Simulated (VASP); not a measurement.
A run of VASP 6.6.1 is set up as follows.

The input INCAR:

```
SYSTEM = H12CO8
ALGO = Normal
EDIFF = 1E-6
ENCUT = 520
GGA = PE
ISIF = 2
ISMEAR = -1
IVDW = 12
LASPH = .TRUE.
LCHARG = .FALSE.
LREAL = Auto
LWAVE = .FALSE.
NBANDS = 48
NELM = 60
PREC = Accurate
SIGMA = 0.02
```

KPOINTS

```
k-points
0
G
  1 1 1
  0 0 0
```

File POSCAR:

```
H12CO8
1.0
    6.2658270000      0.0000000000      0.0000000000
    0.0000000000      6.2658270000      0.0000000000
    0.0000000000      0.0000000000      6.2658270000
O H C
8 12 1
Direct
    0.8426022614      0.1131055805      0.4487675769
    0.6143961523      0.4826018976      0.4440594992
    0.3100628217      0.7726035207      0.5270333828
    0.8797242567      0.7504196972      0.6535609745
    0.3837322671      0.5495683172      0.0841229737
    0.5360665081      0.9066480769      0.8888531394
    0.8263394441      0.3085785803      0.9530904699
    1.1267147976      0.1138078022      1.0630200930
    0.8337127725     -0.0278494762      0.5303050978
    0.9896379201      0.1240538559      0.4476344463
    0.5617454807      0.5085681427      0.2941670748
    0.6783621699      0.3471848169      0.4590136306
    0.4248281991      0.6659456126      0.5434398364
    0.3095042362      0.7990485534      0.3758482320
    0.7997826943      0.6466185549      0.5699806267
    1.0320425380      0.7251556738      0.6102466602
    0.4559174711      0.6661690468      0.0038781792
    0.4318663761      0.4186039608      0.0131826174
    0.4296639534      0.9494197653      0.7880045204
    0.6740371223      0.8983969714      0.8176733893
    0.9766308581      0.2149436938      1.0114227539
```

Potentials or basis: VASP PAW PBE potentials, release 64 (O, H, C).

Command:

```console
$ cat potpaw_PBE.64/O/POTCAR potpaw_PBE.64/H/POTCAR potpaw_PBE.64/C/POTCAR > POTCAR
$ mpirun -np 1 vasp_gam > vasp.out
```

(1) Predict the dispersion energy per atom.

(2) Predict the pressure.

(3) Predict the band gap on the k mesh.

(4) Predict the largest force.

Answers

(1) -0.035 eV.

(2) 1.6 GPa.

(3) 4.92 eV, direct.

(4) 3.020 eV/Å.

Caveat: the standard files for N, O and F lose accuracy on very short bonds.
